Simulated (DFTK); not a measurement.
# In under changes of volume

One of the cells (26.144 Å³/atom); the others are scaled copies at fixed shape and fractional positions:

```
In
1.0
    -1.62547    1.62547    2.47370
     1.62547   -1.62547    2.47370
     1.62547    1.62547   -2.47370
In
1
Direct
  0.00000 0.00000 0.00000
```

- Program: DFTK 0.8.2
- Functional: PBE
- Potentials or basis: cp2k.nc.sr.pbe.v0_1.largecore.gth (PBE, GTH, large core)
- Cutoff: 735 eV
- k mesh: 6 × 6 × 6
- Occupations: fermi-dirac, width 0.05 eV
- Spin: no spin polarisation

| volume (Å³/atom) | energy over the lowest point (meV/atom) | pressure (GPa) |
| --- | --- | --- |
| 24.575 | ? | ? |
| 25.098 | 25.28 | 3.7 |
| 25.621 | 14.94 | 2.7 |
| 26.144 | 7.47 | 1.8 |
| 26.666 | 2.62 | 1.0 |
| 27.189 | 0.19 | 0.3 |
| 27.712 | 0.00 | -0.4 |

**Question.** What does the run at 24.575 Å³/atom give?

**Answer.** Energy over the lowest point 38.87 meV/atom; pressure 4.8 GPa.

Worked out: A Birch-Murnaghan fit of order 3 (a polynomial in V^(-2/3)) to the other rows has its minimum at 27.50 Å³/atom with B0 = V·E''(V) = 34 GPa and B' = 3.2 at fixed shape and positions, which overstates the stiffness. It gives 38.71 meV/atom at 24.575 Å³/atom, against the run's 38.87, and -dE/dV = 4.6 GPa, against 4.8.

Energies are extrapolated to zero smearing.

Caveats: all runs use coarse meshes; GTH potentials come without recommended cutoffs, and this one wasn't checked for convergence; this set keeps more shells in the core, which shifts pressures and gaps.
